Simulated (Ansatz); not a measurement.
# 5-layer 2H-WSTe (2H stacking) in a perpendicular field, part 2 of 2

Wanted: the out-of-plane response of the 5-layer 2H-WSTe (2H stacking). A positive field points along +c.

Ansatz 0.2.0; plane-wave DFT, PBE-D3(BJ), Ansatz PAW.

So far. Step 2 (Relaxation): The lattice constant a goes from 3.365 to 3.323 Å.

### 3. Single point, field 0, start network

A sawtooth potential applies the field, turning back in the middle of the vacuum. With the dipole correction the typed value is the field outside the slab. The induced dipole is small, so the SCF threshold is tight.

The cell differs from the one that the last finished run ended in (c 93.368 → 47.166 Å).

The input, input.yaml:

```yaml
crystal:
  lattice:
    - [3.3225562316, 0.0, 0.0]
    - [-1.6612781158, 2.8774181021, 0.0]
    - [0.0, 0.0, 47.1661857305]
  atoms:
    - { symbol: Te, position: [0.3333333333, 0.6666666667, 0.1908146665] }
    - { symbol: W, position: [0.0, 0.0, 0.2316882642] }
    - { symbol: S, position: [0.3333333333, 0.6666666667, 0.2631952496] }
    - { symbol: Te, position: [0.0, 0.0, 0.3275617371] }
    - { symbol: W, position: [0.3333333333, 0.6666666667, 0.3683856192] }
    - { symbol: S, position: [0.0, 0.0, 0.3998615559] }
    - { symbol: Te, position: [0.3333333333, 0.6666666667, 0.4640286637] }
    - { symbol: W, position: [0.0, 0.0, 0.504842088] }
    - { symbol: S, position: [0.3333333333, 0.6666666667, 0.5363153788] }
    - { symbol: Te, position: [0.0, 0.0, 0.6004785101] }
    - { symbol: W, position: [0.3333333333, 0.6666666667, 0.6413115746] }
    - { symbol: S, position: [0.0, 0.0, 0.6727302471] }
    - { symbol: Te, position: [0.3333333333, 0.6666666667, 0.7369440041] }
    - { symbol: W, position: [0.0, 0.0, 0.7778136913] }
    - { symbol: S, position: [0.3333333333, 0.6666666667, 0.8091853335] }
kpoints:
  mp_grid: { grid: [18, 18, 1] }
  band_path:
    path: [[0, 0, 0], [0.5, 0, 0], [0.33333333, 0.33333333, 0], [0, 0, 0]]
    npoints: 16
hamiltonian:
  xc: pbe
  dispersion: d3bj
scf:
  occupations: { method: fermi_dirac, width: 0.02585 }
  convergence: { dr2_threshold: 1.0e-10 }
efield:
  axis: 3
  dipole_correction: true
  ramp_position: 0.97
  ramp_width: 0.06
  amplitude: 0
output:
  dos: { projected: true, e_range: [-6, 5] }
  write_potential: true
  write_density: true
  volumetric_format: npy
  elf: true
```

The run is started by

```
> ansatz run input.yaml --threads 4 --pin off --max-ram 16384MiB --backend cpu --events-out ev --progress --plain --runs-dir out
```

Numbers of over 12 decimals in the logs are rounded to 6 here.

Output:

```text
[...]
Crystal: 15 atoms, lattice volume = 450.927 Å³
Basis set: ecut = 420 eV, 8941 PW (Γ)
Bands: 108, of which v1, the nominal top of the filled ones, is band 90 counted from 1 (89 counted from 0)
Symmetry: 6 space group operations
[...]
k-points: 37 of 324 (time reversal used)
[...]
SCF iter   1: F=—  HF=-91347.107632 eV  |F-HF|=—  |Δ(HF+E_count)|=         —  Δρ=9.74e-3  dr2=4.25e1  ethr=1.77e-3  p=0.058 e·Å  D=2.32e-2 V/Å  ΔV_dip=-1.10 eV  dr2_dipole=5.46e1  V_vac-E_F(+/−)=3.96/5.05 eV  ⟨swp⟩=8.0  Hψ=17352  notcnv=0  defer=16
efield: sawtooth ramp at fractional position 0.9700 (set: `efield.ramp_position`, or a place that a band, a saddle search or an elastic batch's reference lends), width 0.0600; the density the first Hamiltonian is built on has a dipole p = 0.058 e·Å; the dipole correction subtracts the counter field D = 2.32e-2 V/Å, which shifts the + side's vacuum level by -1.10 eV against the − side's; the planar-averaged density in the ramp window peaks in size at 6.4e-5 e/Å³
[...]
SCF iter   2: F=—  HF=-91346.950949 eV  |F-HF|=—  |Δ(HF+E_count)|=   1.57e-1  Δρ=5.41e-3  dr2=4.98e0  ethr=1.77e-3  p=0.009 e·Å  D=3.63e-3 V/Å  ΔV_dip=-0.17 eV  dr2_dipole=6.25e0  V_vac-E_F(+/−)=4.29/4.46 eV  ⟨swp⟩=2.1  Hψ=4864  notcnv=0  defer=313
[...]
SCF iter  31: F=-91346.599835 eV  HF=-91346.599835 eV  |F-HF|=1.16e-10  |Δ(HF+E_count)|=  1.46e-10  Δρ=4.96e-8  dr2=5.81e-11  ethr=1.00e-12  p=-0.137 e·Å  D=-5.48e-2 V/Å  ΔV_dip=2.59 eV  dr2_dipole=5.05e-12  V_vac-E_F(+/−)=5.69/3.10 eV  ⟨swp⟩=13.1  Hψ=14664  notcnv=0
SCF 1 converged in 31 iterations: F = -91346.599835 eV  dr2 = 5.81e-11
[...]
NSCF: frozen V_eff on 49 k-points
efield: sawtooth ramp at fractional position 0.9700 (kept from the solve that this one continues, or follows in the run), width 0.0600; the density the first Hamiltonian is built on has a dipole p = -0.137 e·Å; the dipole correction subtracts the counter field D = -5.48e-2 V/Å, which shifts the + side's vacuum level by +2.59 eV against the − side's; the planar-averaged density in the ramp window peaks in size at 3.9e-6 e/Å³
[...]
SCF converged after 31 iterations
Free energy (F): -91346.599835 eV
[...]
Internal energy: -91346.595970 eV  (E = F + TS)
E sigma→0 (E₀):  -91346.597902 eV
Entropy (-TS):   -0.003865 eV (-0.258 meV/atom)
Fermi energy:    7.861260 eV
Dipole field:    D = -0.054812 V/Å  (p = -0.136591 e·Å, saw-weighted, corrected)
Work function:   Φ+ = 5.6883 eV   Φ− = 3.1031 eV
Levels:          The Fermi level and band energies are counted from a zero that moves with the ramp; work functions are not
[...]
--- Band table (eV; the first three rows and the last of 37) ---
  k-point 0: bands = [... 86 lower, 7.2965, 7.5442, 7.7364, 8.0274, 9.2679, 9.2679, 9.6382, 9.6382, ... 14 higher]
  k-point 1: bands = [... 86 lower, 7.2528, 7.5043, 7.7069, 7.9695, 9.2397, 9.3044, 9.6119, 9.6746, ... 14 higher]
  k-point 2: bands = [... 86 lower, 7.0731, 7.3235, 7.5688, 7.8234, 9.1728, 9.3451, 9.4626, 9.5785, ... 14 higher]
  k-point 36: bands = [... 86 lower, 6.6778, 6.9338, 7.1780, 7.6128, 8.0156, 8.3971, 8.6479, 8.7908, ... 14 higher]
```

Wall time 3.5 min (4 threads of Arm Neoverse V1, shared host); peak memory 2.7 GiB; 14 min of CPU time.

This step gave:

```yaml
energy_at_zero_smearing: -91346.5979 eV
work_function_upper_face: 5.688 eV
work_function_lower_face: 3.103 eV
dipole_along_the_normal: -0.1366 e·Å
step_between_the_vacuum_levels: 2.585 eV
```

Running mean over a fixed 2.5 Å (it still follows the layers) of the planar mean; the ramp of the sawtooth is left out. The electron's electrostatic potential energy less the Fermi level by z:

```tsv
z (Å)	electron's electrostatic potential energy less the Fermi level (eV)
4	3.10
5	3.10
6	3.03
7	1.81
8	-0.899
9	-4.34
10	-8.83
11	-11.2
12	-9.46
13	-3.08
14	-1.03
15	-2.38
16	-6.40
17	-10.3
18	-11.0
19	-5.05
20	-1.38
21	-0.692
22	-4.13
23	-8.71
24	-10.6
25	-8.03
26	-2.10
27	-0.335
28	-2.32
29	-6.48
30	-10.0
31	-10.2
32	-3.74
33	-0.652
34	-0.415
35	-4.05
36	-8.55
37	-10.1
38	-6.26
39	0.0472
40	4.71
41	5.65
42	5.69
43	5.69
```

The density of states has structure finer than the step of the table below, so its rows give means over 0.25 eV, whole bins alone (the curve runs from -6 to 1.99 eV). Peaks (eV: height): -4.790: 19.5, -4.480: 26.8, -3.990: 22.9, -3.550: 20.4, -1.860: 19.4, -1.230: 19.3, -0.980: 20.8.

The density of states by energy, zero at the Fermi level; means over each step:

```tsv
energy (eV)	density of states (states/eV a cell)
-5.75	8.96
-5.50	10.6
-5.25	10.2
-5.00	10.8
-4.75	11.4
-4.50	13.1
-4.25	11.8
-4.00	14.8
-3.75	10.9
-3.50	13.4
-3.25	12.1
-3.00	9.56
-2.75	11.9
-2.50	11.1
-2.25	10.4
-2.00	11.3
-1.75	13.2
-1.50	10.3
-1.25	10.7
-1.00	9.89
-0.75	3.70
-0.50	6.02
-0.25	2.06
0.00	1.54
0.25	3.27
0.50	3.52
0.75	5.75
1.00	9.89
1.25	10.6
1.50	13.6
1.75	14.7
```

Projected DOS per atom over height of the atomic layer and energy from the Fermi level. Layers: Te W S Te W S Te W S Te W S Te W S from below.

Ten even steps from '0' (0.00 states/eV) to '9' (3.14 states/eV), each cell a mean:
```
031142181171140
032291150140130
291130140130000
130140020000000
150000000000000
010000000000000
000000000000262
000000000131121
000010262251130
010262130140121
262130130221422
130130221322321
130221422422111
110422322110133
422211110133235
311121133134112
122133234123234
133234112123112
223112223222111
222223112112223
223112112112222
112111222223211
```
Columns: height of the atomic layer (Å) from 9 to 38.2 (not evenly spaced); rows upwards: energy from the Fermi level (eV) from -5.96 to 1.96.

The electronic bands at the labelled points (eV, zero at the Fermi level):

```tsv
point	band 87	band 88	band 89	band 90	band 91	band 92	band 93	band 94
Γ	-0.56	-0.32	-0.12	0.17	1.41	1.41	1.78	1.78
halfway	-1.43	-1.17	-1.00	-0.70	0.28	0.80	1.10	1.10
M	-1.27	-1.02	-0.92	-0.57	0.80	1.04	1.34	1.41
halfway	-1.32	-1.06	-0.81	-0.35	0.57	0.96	1.22	1.32
K	-1.18	-0.93	-0.68	-0.25	0.15	0.54	0.79	0.93
halfway	-1.43	-1.18	-0.93	-0.43	0.02	0.46	0.75	0.95
Γ	-0.56	-0.32	-0.12	0.17	1.41	1.41	1.78	1.78
```

Valence density in the ca plane at fractional y = 0.667, with atoms of Te and S and W within 0.2 Å of it. It is the smooth field of the valence electrons, not physical close to the nuclei.

Ten steps, logarithmic in the rise over the least value, from '0' (0 e/Å³) to '9' (14 e/Å³), each cell a mean:
```
00000000000000000112222233322110001233332222
00000000000000000011222234321110001233332222
00000000000000000122222233322221001123322222
00000000000000001234543222234432100122222455
00000000000000001368863222344443210011223677
00000000000000012479984222344244210011124777
00000000000000002379974222344344210011224677
00000000000000001346653222234443210112223566
00000000000000001123332222233321101122322333
```
Columns run along c (16.0 Å, from fractional 0.04 to 0.38 of the cell), rows up along a (3.3 Å). Atoms in or near the plane, at fractional coordinates: Te at (0.19, 0.33), S at (0.26, 0.33), W at (0.37, 0.33).

Electrostatic potential energy in the ca plane at fractional y = 0.667, with atoms of Te and S and W within 0.2 Å of it. With pseudopotentials it is smooth inside the atoms' cores, unlike the true potential.

Ten even steps from '0' (-35 eV) to '9' (12 eV), each cell a mean:
```
99999999999999888876568899999987557888888878
99999999999999999876568999999986557899998778
99999999999998778887678889999987667887788888
99999999999986555788888656899998888753247899
99999999999866997588885111599999998610004899
99999999999858999579983121389999998500003799
99999999999857998579984111489999998500003899
99999999999975675688887423799999888730026899
99999999999987656887778878999998778876578889
```
Columns run along c (16.0 Å, from fractional 0.08 to 0.42 of the cell; values clipped at the 3rd and 97th percentile), rows up along a (3.3 Å). Atoms in or near the plane, at fractional coordinates: Te at (0.19, 0.33), S at (0.26, 0.33), W at (0.37, 0.33).

ELF in the ca plane at fractional y = 0.667, with atoms of Te and S and W within 0.2 Å of it. It is the smooth field of the valence electrons, not physical close to the nuclei.

Ten even steps from '0' (0.00) to '9' (0.92), each cell a mean:
```
00000000000123444322322332101466555543346777
00000000000012333212321221001576545543346787
00000000012455555422223565410366556532235777
00000000136776545642236888851134555334533554
00000001368874213452258758982012343356663221
00000001468863001442257305994000122374274211
00000001368873002442257526993001233365474221
00000000247875334552247888971023454346653343
00000000014676555532225787630255555422224665
```
Columns run along c (16.0 Å, from fractional 0.08 to 0.42 of the cell), rows up along a (3.3 Å). Atoms in or near the plane, at fractional coordinates: Te at (0.19, 0.33), S at (0.26, 0.33), W at (0.37, 0.33).

The work function of the upper face is 5.69 eV.

### 4. Single point, field 0.1 V/Å

input.yaml, as its differences from that of step 3:

```diff
@@ -37,5 +37,4 @@
   ramp_width: 0.06
-  amplitude: 0
+  amplitude: 0.1
 output:
-  dos: { projected: true, e_range: [-6, 5] }
   write_potential: true
@@ -43,2 +42 @@
   volumetric_format: npy
-  elf: true
```

Output:

```text
[...]
Crystal: 15 atoms, lattice volume = 450.927 Å³
Basis set: ecut = 420 eV, 8941 PW (Γ)
Bands: 108, of which v1, the nominal top of the filled ones, is band 90 counted from 1 (89 counted from 0)
Symmetry: 6 space group operations
[...]
k-points: 37 of 324 (time reversal used)
[...]
k-point 0: bands = [... 86 lower, 7.2924, 7.5413, 7.7360, 8.0258, 9.2595, 9.2595, 9.6343, 9.6343, ... 14 higher]
  k-point 1: bands = [... 86 lower, 7.2488, 7.5007, 7.7059, 7.9683, 9.2311, 9.2960, 9.6080, 9.6707, ... 14 higher]
  k-point 2: bands = [... 86 lower, 7.0692, 7.3196, 7.5657, 7.8232, 9.1611, 9.3367, 9.4453, 9.5745, ... 14 higher]
  k-point 36: bands = [... 86 lower, 6.6736, 6.9299, 7.1739, 7.6064, 8.0066, 8.3932, 8.6440, 8.7811, ... 14 higher]
[key lines of the parts left out:]
SCF converged after 27 iterations
Free energy (F): -91346.594534 eV
Fermi energy:    7.852384 eV
Dipole field:    D = 0.012274 V/Å  (p = 0.030585 e·Å, saw-weighted, corrected)
```

Elapsed: 3.3 min, on 4 threads; peak memory 2.4 GiB.

The dipole is 0.0306 e·Å, 0.167 e·Å from its value without field.

### 5. Atoms held, field -0.1 V/Å

input.yaml, as its differences from that of step 4:

```diff
@@ -37,3 +37,3 @@
   ramp_width: 0.06
-  amplitude: 0.1
+  amplitude: -0.1
 output:
```

Output:

```text
[...]
Crystal: 15 atoms, lattice volume = 450.927 Å³
Basis set: ecut = 420 eV, 8941 PW (Γ)
Bands: 108, of which v1, the nominal top of the filled ones, is band 90 counted from 1 (89 counted from 0)
Symmetry: 6 space group operations
[...]
k-points: 37 of 324 (time reversal used)
[...]
k-point 0: bands = [... 86 lower, 7.3000, 7.5465, 7.7361, 8.0284, 9.2761, 9.2761, 9.6415, 9.6415, ... 14 higher]
  k-point 1: bands = [... 86 lower, 7.2563, 7.5072, 7.7071, 7.9699, 9.2481, 9.3126, 9.6152, 9.6779, ... 14 higher]
  k-point 2: bands = [... 86 lower, 7.0764, 7.3268, 7.5713, 7.8226, 9.1839, 9.3535, 9.4785, 9.5820, ... 14 higher]
  k-point 36: bands = [... 86 lower, 6.6814, 6.9372, 7.1816, 7.6183, 8.0244, 8.4004, 8.6512, 8.8002, ... 14 higher]
[key lines of the parts left out:]
SCF converged after 27 iterations
Free energy (F): -91346.621850 eV
Fermi energy:    7.869708 eV
Dipole field:    D = -0.121873 V/Å  (p = -0.303706 e·Å, saw-weighted, corrected)
```

Run time: 3.2 min. Hardware: 4 threads; peak memory 2.4 GiB.

The dipole is -0.304 e·Å, -0.167 e·Å from its value without field.

### 6. Single point, field 0.2 V/Å

input.yaml, as its differences from that of step 5:

```diff
@@ -37,3 +37,3 @@
   ramp_width: 0.06
-  amplitude: -0.1
+  amplitude: 0.2
 output:
```

Output:

```text
[...]
Crystal: 15 atoms, lattice volume = 450.927 Å³
Basis set: ecut = 420 eV, 8941 PW (Γ)
Bands: 108, of which v1, the nominal top of the filled ones, is band 90 counted from 1 (89 counted from 0)
Symmetry: 6 space group operations
[...]
k-points: 37 of 324 (time reversal used)
[...]
k-point 0: bands = [... 86 lower, 7.2878, 7.5377, 7.7349, 8.0236, 9.2509, 9.2509, 9.6298, 9.6298, ... 14 higher]
  k-point 1: bands = [... 86 lower, 7.2442, 7.4966, 7.7043, 7.9665, 9.2222, 9.2874, 9.6035, 9.6663, ... 14 higher]
  k-point 2: bands = [... 86 lower, 7.0647, 7.3151, 7.5620, 7.8224, 9.1480, 9.3279, 9.4255, 9.5699, ... 14 higher]
  k-point 36: bands = [... 86 lower, 6.6689, 6.9254, 7.1693, 7.5993, 7.9974, 8.3887, 8.6395, 8.7711, ... 14 higher]
[key lines of the parts left out:]
SCF converged after 28 iterations
Free energy (F): -91346.605955 eV
Fermi energy:    7.842978 eV
Dipole field:    D = 0.079401 V/Å  (p = 0.197866 e·Å, saw-weighted, corrected)
```

It took 3.3 min on 4 threads; peak memory 2.4 GiB.

The dipole is 0.198 e·Å, 0.334 e·Å from its value without field.

### 7. Atoms held, field 0.3 V/Å

input.yaml, as its differences from that of step 6:

```diff
@@ -37,3 +37,3 @@
   ramp_width: 0.06
-  amplitude: 0.2
+  amplitude: 0.3
 output:
```

Output:

```text
[...]
Crystal: 15 atoms, lattice volume = 450.927 Å³
Basis set: ecut = 420 eV, 8941 PW (Γ)
Bands: 108, of which v1, the nominal top of the filled ones, is band 90 counted from 1 (89 counted from 0)
Symmetry: 6 space group operations
[...]
k-points: 37 of 324 (time reversal used)
[...]
k-point 0: bands = [... 86 lower, 7.2826, 7.5335, 7.7331, 8.0208, 9.2419, 9.2419, 9.5574, 9.6247, ... 14 higher]
  k-point 1: bands = [... 86 lower, 7.2390, 7.4918, 7.7020, 7.9642, 9.2127, 9.2785, 9.5936, 9.6017, ... 14 higher]
  k-point 2: bands = [... 86 lower, 7.0596, 7.3101, 7.5577, 7.8208, 9.1325, 9.3189, 9.3992, 9.5646, ... 14 higher]
  k-point 36: bands = [... 86 lower, 6.6636, 6.9204, 7.1643, 7.5915, 7.9879, 8.3836, 8.6345, 8.7605, ... 14 higher]
[key lines of the parts left out:]
SCF converged after 28 iterations
Free energy (F): -91346.634108 eV
Fermi energy:    7.832956 eV
Dipole field:    D = 0.146557 V/Å  (p = 0.365218 e·Å, saw-weighted, corrected)
```

The job ended after 3.3 min (4 threads; peak memory 2.4 GiB; 13 min of CPU time).

The dipole is 0.365 e·Å, 0.502 e·Å from its value without field.

### 8. Response, atoms held

This step: plane-wave DFT, PBE-D3(BJ), Ansatz PAW; response to a field along the normal, atoms held (Ansatz 0.2.0).

The dipoles give the slope, and the difference of two potentials shows where the field is screened.

Numbers from this step:

```yaml
equivalent_conductor_thickness_p_eps_0ae: 31.64 Å
distance_between_the_outer_atoms: 29.17 Å
```

Dipole of the cell against applied field:

```tsv
applied field (V/Å)	dipole of the cell (e·Å)
-0.100	-0.304
0.000	-0.137
0.100	0.0306
0.200	0.198
0.300	0.365
```

Local field over the applied field, running mean. From the potentials at -0.1 and 0.1 V/Å; running mean over 2.8 Å. The local field over applied field by z:

z (Å), local field over applied field and a bar from the least value:
```
        6      0.920 ############################
        8      0.357 ###########
       10      0.019 #
       12      0.011 #
       14      0.013 #
       16      0.002 
       18      0.001 
       20      0.000 
       22      0.000 
       24      0.000 
       26     -0.001 
       28      0.000 
       30      0.000 
       32     -0.005 
       34     -0.011 
       36      0.004 
       38      0.135 ####
       40      0.747 #######################
       42      0.994 ##############################
```

The induced electron density oscillates, so the rows of the table below give means over windows of 1 Å about each position, cut where the curve ends. Its maxima inside the range that stand out by 2 % of the span (Å: e/Å³ per V/Å): 7.7: 0.00355, 10.9: 9.3e-4, 11.8: 4.8e-5, 14.3: 1.3e-4, 36.3: 2.5e-4, 37.1: 0.00132, 38.3: -2.8e-4. Its minima: 10.2: -8.7e-4, 11.5: -1.2e-4, 12.8: -1.6e-4, 35.8: -3.5e-4, 36.7: -7.5e-4, 37.7: -0.00135, 39.1: -0.00384.

Electrons, planar mean, per unit field. The induced electron density by z; means over each step:

```tsv
z (Å)	induced electron density (e/Å³ per V/Å)
5	5.5e-5
6	3.9e-4
7	0.00196
8	0.00262
9	5.8e-4
10	-4.1e-4
11	3.2e-4
12	-5.5e-6
13	-1.2e-4
14	7.1e-5
15	5.9e-5
16	-5.7e-6
17	2.0e-6
18	7.7e-6
19	-3.8e-6
20	3.2e-6
21	-1.0e-6
22	-2.6e-6
23	3.8e-7
24	-6.8e-7
25	1.4e-6
26	3.9e-6
27	-3.0e-6
28	-4.0e-6
29	5.1e-6
30	1.3e-6
31	6.9e-6
32	2.3e-5
33	3.3e-5
34	-9.0e-6
35	-6.9e-6
36	-1.7e-4
37	2.3e-4
38	-8.4e-4
39	-0.00303
40	-0.00151
41	-2.3e-4
42	-2.8e-5
```

By hand: between -0.1 and 0.1 V/Å the dipole changes by 0.3343 e·Å, a slope of 1.671 e·Å²/V. A perfect conductor of thickness t has p = ε₀AEt, so t = 180.95 × 1.671 / 9.560 = 31.64 Å (e/ε₀ = 180.95 V·Å, A in Å²).

The induced dipole is that of a conductor 31.64 Å thick.

### 9. Summary of results

```
gap without field                          : none
work function, upper face                  : 5.69 eV
step between the vacuum levels             : 2.59 eV
equivalent conductor thickness, atoms held : 31.6 Å
```

In words: The induced dipole equals that of a perfect conductor 31.64 Å thick, while the outer atoms lie 29.17 Å apart. The two faces differ: the vacuum level above lies 2.59 eV higher than the one below. There is no gap over 0.03 eV, with or without the field. The main runs have no spin polarisation; a magnetic state could lie lower and would change these results. Spin-orbit coupling is left out, which matters for the bands of elements this heavy.

[Logs are printed without paths, hosts, clocks, repeated set-up lines and the standing remarks that a program may print on its own settings, such as how far it seeks lower states.]

[Hosts, paths, dates, database ids (printed as entryN), source tags and the programs' standing remarks are cut or masked in the printed files.]

[Maps of the electrostatic potential energy from Ansatz leave out the sawtooth potential of an applied field or a dipole correction, so their vacuum need not be flat; planar profiles and work functions include it.]
